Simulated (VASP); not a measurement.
PtS2:

```
CELL_PARAMETERS angstrom
3.54320 0.00000 0.00000
-1.77160 3.06850 0.00000
0.00000 0.00000 5.03880
ATOMIC_POSITIONS crystal
Pt 0.00000 0.00000 0.00000
S 0.66667 0.33333 0.77300
S 0.33333 0.66667 0.22700
```

```yaml
Program: VASP 6.6.1
Task: relaxation of cell and atoms
Functional: PBE
Dispersion: TS
Potentials_or_basis: VASP PAW PBE potentials, release 64 (Pt, S)
Cutoff: 600 eV
k_mesh: 9 × 9 × 5
Occupations: fermi-dirac, width 0.05 eV
Spin: no spin polarisation
```

At the start: pressure 9.3 GPa; volume 18.26 Å³/atom.

**Question.** Where does the relaxation end?

**Answer.** Over 22 steps the energy falls by 43.9 meV/atom and the volume is 18.06 Å³/atom (-1.1 %); space group P-3m1 (No. 164, to 0.05 Å).

Step by step:
```tsv
step	energy change (eV)	largest force (eV/Å)	pressure (GPa)	volume (Å³)
1	0.0000	1.2199	9.27	54.78
2	0.1849	1.1404	-11.93	63.59
3	-0.1096	0.1590	-0.76	57.87
4	-0.1098	0.1967	-0.42	57.74
5	-0.1097	0.2146	-0.25	57.68
6	-0.1138	0.1553	-0.16	57.43
7	-0.1164	0.0749	-0.03	57.09
8	-0.1166	0.0498	0.01	56.99
9	-0.1182	0.0042	-0.42	56.91
10	-0.1200	0.0937	-1.32	56.74
11	-0.1203	0.0932	-1.32	56.70
12	-0.1212	0.0909	-1.30	56.56
13	-0.1229	0.0869	-1.25	56.30
14	-0.1262	0.0791	-1.12	55.77
15	-0.1307	0.0654	-0.76	54.70
16	-0.1253	0.0529	0.45	52.56
17	-0.1316	0.0441	-0.50	54.32
18	-0.1317	0.0433	-0.45	54.20
19	-0.1318	0.0102	-0.13	54.18
20	-0.1318	0.0010	-0.04	54.18
21	-0.1318	0.0004	-0.03	54.18
22	-0.1318	0.0003	-0.03	54.17
```

Final structure:
```xyz
3
Lattice="3.6027 0.0000 0.0000 -1.8013 3.1200 0.0000 0.0000 0.0000 4.8190" Properties=species:S:1:pos:R:3 pbc="T T T"
Pt    0.0000    0.0000    0.0000
S     1.8013    1.0400    3.6208
S     0.0000    2.0800    1.1982
```
